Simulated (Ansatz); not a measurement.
## AlP5 and its competing phases

All numbers below come from Ansatz 0.2.0, DFT PBE, scalar-relativistic, plane waves, PAW. All cells share a 420 eV cutoff and Γ-centred k meshes spaced at most about 0.3 Å⁻¹ (about 0.25 or finer for metals, 2π included). No spin polarisation.

Energies over the elements count from the elements' standard structures at the same level, with no fitted energy shifts. The references include black phosphorus.

All energies are static (0 K, no zero-point motion). Weakly bound directions are ill-defined at this level, which has no dispersion term (AlP5 P6/mmm). The reference form of P is held partly by dispersion forces, which this level lacks.

The competitors are the elements and 1 reference phase of this chemical system (from databases or known types: AlP), relaxed at the same level; other known phases may be missing.

The candidate was reached from: GdRh5 type (P6/mmm).

Space group P6/mmm (No. 191). a = 4.764 Å, b = 4.764 Å, c = 4.963 Å, α = 90.00°, β = 90.00°, γ = 120.00°
```csv
atom,site,symmetry,x,y,z
Al,1a,6/mmm,0.0000,0.0000,0.0000
P,3g,mmm,0.5000,0.0000,0.5000
P,2c,-6m2,0.3333,0.6667,0.0000
```

Q: Into what would it decompose?

A: Its formation energy is 0.623 eV/atom. The lowest competing mixture at this composition is this:

```csv
phase,space group,source,share of atoms,ΔE_f (eV/atom)
P,-,element,0.6667,-0.0005
AlP,F-43m (No. 216),Materials Project,0.3333,-0.633
```

The lowest database cell of P (-0.0005) lies slightly below the reference, hence the non-zero entry.

The mixture lies at -0.211 eV/atom, and the candidate lies 0.83 eV/atom above it. The candidate matches no cell in the subsets of the Crystallography Open Database and the Materials Project at hand. The margin is far too high for a likely synthesis. It holds P–P nets (shortest 2.38 Å).
